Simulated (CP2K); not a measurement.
Crystal: Sc.

```
CELL_PARAMETERS angstrom
3.20960 0.00000 0.00000
-1.37126 2.90192 0.00000
-0.91917 -1.45096 2.71134
ATOMIC_POSITIONS crystal
Sc 0.00000 0.00000 0.00000
```

This isn't the form of Sc at room conditions, which is hcp.

Base run:

```yaml
Program: CP2K 2026.2
Functional: PBE
Potentials_or_basis: GTH_POTENTIALS Sc GTH-BLYP-q11; DZVP-MOLOPT-SR-GTH basis
Density_cutoff: 6123 eV
k_mesh: 10 × 10 × 10
Occupations: fermi-dirac, width 0.05 eV
Spin: no spin polarisation
```

Its results: band gap on the k mesh none (metal or under the smearing width); pressure -0.6 GPa.

Question: The run is repeated on the same cell with these changes: potentials or basis from GTH_POTENTIALS Sc GTH-BLYP-q11; DZVP-MOLOPT-SR-GTH basis to POTENTIAL_UZH Sc GTH-SCAN-q11; DZVP-MOLOPT-SR-GTH basis; potentials from Sc GTH-BLYP-q11 of GTH_POTENTIALS to Sc GTH-SCAN-q11 of POTENTIAL_UZH. What comes out?

Answer: Band gap on the k mesh none (metal or under the smearing width); pressure -1.5 GPa.

Caveats: the potentials were made for another functional, which shifts forces and pressure; the basis of atomic orbitals isn't converged, which shifts pressures, moduli and gaps.
